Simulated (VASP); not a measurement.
Runs of VASP 6.6.1 on MnF2. The structure is tetragonal, space group P4_2/mnm (No. 136). The conventional cell has a = 4.874 Å, b = 4.874 Å, c = 3.311 Å, α = 90.00°, β = 90.00°, γ = 90.00°. Mn (site symmetry mmm) has 6 F at 2.10 to 2.13 Å as nearest neighbours. Around F (site symmetry m2m) lie 3 Mn at 2.10 to 2.13 Å. 

```tsv
task	level	potentials or basis	cell	k mesh	cutoff (eV)	gap on the mesh (eV)	pressure (GPa)	moment (μB)	relaxed volume (Å³/atom)	largest force (eV/Å)
relaxation of cell and atoms	BLYP	VASP PAW PBE potentials, release 64 (Mn_pv, F)	relaxed	5 × 5 × 6	600	1.41	0.0	10.00	(c)	-
relaxation of cell and atoms	revPBE	VASP PAW PBE potentials, release 64 (Mn_pv, F)	relaxed	5 × 5 × 6	600	1.48	0.1	10.00	(a)	-
relaxation of cell and atoms	PBE	VASP PAW PBE potentials, release 64 (Mn_sv_GW, F_GW)	relaxed	5 × 5 × 6	680	1.16	0.0	10.00	13.56	-
band structure	PBE	VASP PAW PBE potentials, release 64 (Mn, F)	as given	6 × 6 × 8	500	1.17	3.2	10.00	-	0.04
band structure	RPBE	VASP PAW PBE potentials, release 64 (Mn_pv, F)	as given	6 × 6 × 8	520	1.35	8.0	10.00	-	(b)
band structure	PBE	VASP PAW PBE potentials, release 64 (Mn_sv_GW, F_GW)	as given	5 × 5 × 6	600	1.09	2.7	10.00	-	0.04
relaxation of cell and atoms	PW91	VASP PAW PBE potentials, release 64 (Mn_pv, F)	relaxed	5 × 5 × 6	600	1.21	0.0	10.00	13.57	-
relaxation of cell and atoms	PBE	VASP PAW PBE potentials, release 64 (Mn, F)	relaxed	5 × 5 × 6	580	1.25	0.0	10.00	13.60	-
band structure	revPBE	VASP PAW PBE potentials, release 64 (Mn_pv, F)	as given	6 × 6 × 8	520	1.30	-	10.00	-	-
band structure	BLYP	VASP PAW PBE potentials, release 64 (Mn_pv, F)	as given	6 × 6 × 8	520	1.30	-	10.00	-	-
band structure	PBE	VASP PAW PBE potentials, release 64 (Mn_pv, F)	as given	6 × 6 × 8	520	1.12	-	10.00	-	-
relaxation of cell and atoms	PBE	VASP PAW PBE potentials, release 64 (Mn_GW, F_GW)	relaxed	5 × 5 × 6	630	1.25	0.0	10.00	13.55	-
```

Alike in all rows: spin collinear, ferromagnetic start; smearing fermi-dirac 0.05 eV.

Task: Fill in the values left out.

Result: (a) 14.12; (b) 0.08; (c) 13.94.

Caveats: only a ferromagnetic start was run, and an antiferromagnetic order may lie lower in energy; the PAW data sets were made with another functional, which shifts forces and pressure a little (some runs); an odd mesh through Γ misses points on the zone boundary, where band edges often lie (some runs); the cutoff is under 1.25 times the usual one of these potentials, so pressure, stress and relaxed cells hold a basis-set (Pulay) error (some runs).

Not every run made on this cell is shown here.
